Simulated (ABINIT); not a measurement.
## MgS (Niningerite): dielectric tensor with PBEsol

The system is MgS (Niningerite).

```
S Mg
1.0
     0.00000    2.60165    2.60165
     2.60165    0.00000    2.60165
     2.60165    2.60165    0.00000
S Mg
1 1
Direct
  0.50000 0.50000 0.50000
  0.00000 0.00000 0.00000
```

```json
{
 "Program": "ABINIT 10.8.3 (patched build)",
 "Task": "dielectric tensor",
 "Functional": "PBEsol",
 "Potentials or basis": "PseudoDojo NC SR PBEsol v0.4.1 standard",
 "Cutoff": "1034 eV",
 "k mesh": "4 × 4 × 4, with 4 shifts",
 "Occupations": "fixed",
 "Spin": "no spin polarisation",
 "Stop of the response cycle (tolvrs)": "1e-08",
 "Acoustic sum rule (asr)": "1"
}
```

```yaml
Pressure: -1.4 GPa
Electronic_dielectric_tensor_diagonal: 5.58
Born_charges_mean_of_the_diagonal: S -2.33; Mg +2.33 e
```

Electronic dielectric tensor:
```
5.58 0.00 0.00
0.00 5.58 0.00
0.00 0.00 5.58
```

Born effective charge tensors (e):
atom 1, S
```
-2.33  0.00  0.00
 0.00 -2.33  0.00
 0.00  0.00 -2.33
```
atom 2, Mg
```
2.33 0.00 0.00
0.00 2.33 0.00
0.00 0.00 2.33
```

Wall time 7.1 min on 1 thread of Intel(R) Xeon(R) Platinum 8259CL CPU @ 2.50GHz (Skylake/Cascade Lake), on a shared host, peak memory 0.21 GiB.
